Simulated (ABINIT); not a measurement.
The system is NbP.

```
Nb P
1.0
    -1.67492    1.67492    5.74011
     1.67492   -1.67492    5.74011
     1.67492    1.67492   -5.74011
Nb P
2 2
Direct
  0.24988 0.74988 0.50000
  0.49988 0.49988 0.00000
  0.83275 0.33275 0.50000
  0.08275 0.08275 0.00000
```

The cell is a database's computed one.

Base run:

| Property | Result |
| --- | --- |
| Program | ABINIT 10.8.3 (patched build) |
| Functional | PBE |
| Potentials or basis | SG15 NC PBE v1.2 |
| Cutoff | 1116 eV |
| k mesh | 8 × 8 × 8 |
| Occupations | fermi-dirac, width 0.05 eV |
| Spin | no spin polarisation |

Its results: band gap on the k mesh none (metal or under the smearing width); pressure -1.1 GPa; largest force 0.018 eV/Å.

Q: The run is repeated on the same cell with these changes: functional from PBE to PBEsol; potentials or basis from SG15 NC PBE v1.2 to PseudoDojo NC SR PBEsol v0.4.1 standard; cutoff from 1116 eV to 1007 eV. What comes out?

A: Band gap on the k mesh none (metal or under the smearing width); pressure -6.6 GPa; largest force 0.018 eV/Å.

Not every run made on this cell is shown here.
